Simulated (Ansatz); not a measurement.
Ansatz input

```yaml
crystal:
  lattice:
    - [2.7246874761, 0.0, 0.0]
    - [0.0, 2.7246874761, 0.0]
    - [0.0, 0.0, 2.7246874761]
  atoms:
    - { symbol: Mn, position: [0.0, 0.0, 0.0], spin: 3.0 }
    - { symbol: Mn, position: [0.5, 0.5, 0.5], spin: -3.0 }
hamiltonian:
  xc: lda
  pseudopotentials:
    kind: paw
    azcp:
      Mn: "pseudopotentials/Mn.paw.azcp"
basis:
  ecutwfc: 420
  fft_grid_basis: typed
kpoints:
  mp_grid: { grid: [19, 19, 19], shift: [0, 0, 0] }
magnetization:
  spin_polarized: true
scf:
  occupations: { method: fermi_dirac, width: 0.05 }
output:
  write_density: true
  write_potential: true
  elf: true
  volumetric_format: npy
```

Terminal output

```
Warning: the record states the generating functional pbe (its physics header spells it `PBE`), which answers neither for hamiltonian.xc's functional nor for the lda family's — results may be inconsistent (PPs are generated against a specific XC)
Engine: ansatz 0.2.0, aarch64-unknown-linux-gnu
Pseudopotentials: kind: paw
Pseudopotential: Mn, paw, valence charge 15, recommended cutoff 420 eV (normal) 
Functional definition: SPW92
  exchange = slater_x
  correlation = pw_c
Crystal: 2 atoms, lattice volume = 20.228 Å³
Basis set: ecut = 420 eV, 389 PW (Γ)
Bands: 22, of which v1, the nominal top of the filled ones, is band 15 counted from 1 (14 counted from 0)
Symmetry: 48 space group operations
Space group: Pm-3m (ITA 221), of the structure as read, at distance tolerance 2.7e-5 Å
Magnetic group: BNS 221.97 (UNI 1599), of the structure as read, at distance tolerance 2.7e-5 Å
k-points: 220 of 6859
Non-local potential: Mn, projectors of the file, l = 0: 3, l = 1: 2, l = 2: 3, l = 3: 1
PAW form: soft (Blöchl's): semilocal exchange-correlation on the pseudo side does not see the compensation charge
PAW frozen core: Mn, regenerated for the run's functional, and the local potential with it (the file was generated under x = pbe(κ = 0.804, μ = 0.2195149727645171), c = pbe(β = 0.06672455060314922))
PAW one-centre angular grid: Mn, 590 points (default); XC on 64 Gauss nodes
Initial density: superposition of atomic densities (chi_scale 0.1, normalization cell)
Starting moments: Σ|m| = 6 μB on 2 of 2 sites
Starting magnetic order: antiferromagnet; a translation exchanges its spin sublattices: spin-degenerate at every k-point
Initial wavefunctions: pseudopotential atomic-orbital guess
Functional: x = slater, c = lda
SCF iter   1: F=—  HF=-7686.333314 eV  |F-HF|=—  |Δ(HF+E_count)|=         —  Δρ=3.21e-1 (↑3.21e-1 ↓3.21e-1)  dr2=6.62e0  dr2_m=1.68e1  M=0.000 μB ∫|m|=0.469 μB  β_m=0.30  ethr=3.10e-3  ⟨swp⟩=3.8  Hψ=17594  notcnv=0
Mixer restart at iter 1: flushing history
SCF iter   2: F=—  HF=-7681.956444 eV  |F-HF|=—  |Δ(HF+E_count)|=    4.38e0  Δρ=2.04e-1 (↑2.04e-1 ↓2.04e-1)  dr2=1.05e0  dr2_m=7.34e0  M=0.000 μB ∫|m|=0.660 μB  β_m=0.54  ethr=3.10e-3  ⟨swp⟩=3.7  Hψ=11945  notcnv=0  defer=47
SCF iter   3: F=—  HF=-7682.483694 eV  |F-HF|=—  |Δ(HF+E_count)|=   5.27e-1  Δρ=7.43e-2 (↑7.43e-2 ↓7.43e-2)  dr2=7.25e-1  dr2_m=7.76e-1  M=0.000 μB ∫|m|=0.292 μB  β_m=0.52  ethr=3.10e-3  ⟨swp⟩=3.1  Hψ=8326  notcnv=0  defer=47
SCF iter   4: F=—  HF=-7682.379520 eV  |F-HF|=—  |Δ(HF+E_count)|=   1.04e-1  Δρ=1.58e-2 (↑1.58e-2 ↓1.58e-2)  dr2=4.34e-2  dr2_m=2.89e-2  M=0.000 μB ∫|m|=0.153 μB  β_m=0.76  ethr=2.42e-3  ⟨swp⟩=3.0  Hψ=10198  notcnv=0  defer=36
SCF iter   5: F=—  HF=-7682.412843 eV  |F-HF|=—  |Δ(HF+E_count)|=   3.33e-2  Δρ=3.72e-3 (↑3.72e-3 ↓3.72e-3)  dr2=2.06e-3  dr2_m=1.76e-3  M=0.000 μB ∫|m|=0.006 μB  β_m=0.83  ethr=1.45e-4  ⟨swp⟩=3.0  Hψ=8941  notcnv=0  defer=33
...
an SCF along what the orbitals of the run's state read of its open shells (or to have them read: on a GPU, or by another smearing), with the run's symmetry operations kept and the antiferromagnet's anti-translation given up, reached no lower state that the run goes on to. This is no proof of a minimum
WARN: the starting moments were not kept: the SCF closed with an absolute magnetisation of 1.2e-6 μB, where they sum to 6 μB in size (2 sites). That is at most 0.1 of that sum. Measured as dr2_m measures the in/out step, that magnetisation stands 1.0e-12 eV from none, at or under the dr2_threshold of 1.0e-7 eV: it is no larger than a step whose dr2_m would equal this threshold. The system may hold no moment; this SCF shows only that its start led to no more than that. To try another start: raise the starting moments (crystal.atoms[].spin, magnetization.per_species, magnetization.initial_magnetization, or on a non-collinear deck that types none of these the spinor_matrix: blocks that start its atoms; where the total moment is fixed, keep their sum and leave initial_magnetization as it is; typed ones take the place of any that the run laid by itself, positive ones on a crystal's lanthanoids without a Hubbard term where scf.initial_density.shell_occupations: [] is typed) or, if the notice of its spin-set hold's release reads "site moments contracting" or "site moments show no strong build", lengthen the hold (scf.mixing.spin_hold: { on: { confirm: 4 } }; for m-r²SCAN on two components see the key's manual first). Each may lead to a state that holds a moment. A second SCF, from the converged charge density, with the starting moments and any scf.initial_density.shell_occupations laid on it anew, would have followed, and was not run: the deck does not ask for one (magnetization.retry_lost_moments is false, the default). To let it run, set magnetization.retry_lost_moments: true and run the deck again, where that key's refused combinations let it; where memory then withholds it, that run's warning says so.
SCF converged after 11 iterations
Magnetization: 0.0000 μB (15.0000 up, 15.0000 down)
Absolute magnetization: 0.0000 μB (∫|ρ↑−ρ↓|, with the PAW one-centre terms)
Spin contamination: 0.0000 ħ² per cell (⟨S²⟩ above its minimum at these occupations)
Per-site moments (μB) at R_I (Å): [(5.801841189139966e-7, 0.9733550358163111), (-5.801841189139966e-7, 0.9733550358163111)]
Free energy (F): -7682.412520 eV
Harris-Foulkes:  -7682.412520 eV  (|F-HF|=1.82e-12)
Internal energy: -7682.378584 eV  (E = F + TS)
E sigma→0 (E₀):  -7682.395552 eV
Entropy (-TS):   -0.033937 eV (-16.968 meV/atom)
Fermi energy:    21.805018 eV
--- Per-component energies (eV) ---
  E_band       = -277.423260
  E_kinetic    = 621.319467
  E_local      = -3002.355438  (includes V_loc(G=0)·N_el)
  E_nonlocal   = 481.610437
  E_hartree    = 1253.031547
  E_xc         = -232.180811
  E_vxc        = -298.919935  (∫ρ·V_xc dr)
  E_paw        = -2477.166715  (= ΣΔE_a)
  E_vpaw       = -585.140840  (= ΣTr[D̂ρ^β])
  E_aug_tail   = -0.000022  (compensation charges beyond the density's cutoff)
  E_ewald      = -4327.404955
  E_core_change = 0.767906  (= ΣΔE_core)
  E_smearing   = -0.033937  (= −TS)
  E_closure    = 0.000000  (closes the sum)
  Σ components = -7682.412520   (vs F -7682.412520, Δ=0.00e0)
--- Band table (eV; the first three rows and the last of 440) ---
  k-point 0 ↑: bands = ["-57.2467", "-56.8724", "-26.4412", "-26.4412", "-26.4412", "-25.7824", "-25.7824", "-25.7824", "12.8697", "16.5076", "16.5076", "20.0687", "20.0687", "20.0687", "22.1305", "22.1305", "23.5678", "23.5678", "23.5678", "32.8447", "32.8447", "32.8447"]
  k-point 1 ↑: bands = ["-57.2437", "-56.8745", "-26.4414", "-26.4364", "-26.4364", "-25.7919", "-25.7866", "-25.7866", "12.9356", "16.5409", "16.5453", "20.0662", "20.0662", "20.0905", "22.0872", "22.1472", "23.4868", "23.4868", "23.5416", "32.4872", "32.9898", "32.9898"]
  k-point 2 ↑: bands = ["-57.2348", "-56.8808", "-26.4418", "-26.4223", "-26.4223", "-25.8194", "-25.7992", "-25.7992", "13.1311", "16.6401", "16.6545", "20.0604", "20.0604", "20.1554", "21.9589", "22.1965", "23.2604", "23.2604", "23.4640", "31.5817", "33.4075", "33.4075"]
  k-point 219 ↓: bands = ["-57.0082", "-57.0080", "-26.3326", "-26.2940", "-26.2940", "-26.2155", "-26.2155", "-26.1767", "18.4667", "18.5716", "18.5716", "18.7474", "18.7474", "18.8142", "22.5263", "22.5263", "22.5265", "22.5265", "31.1294", "31.7563", "31.7563", "32.8066"]
```
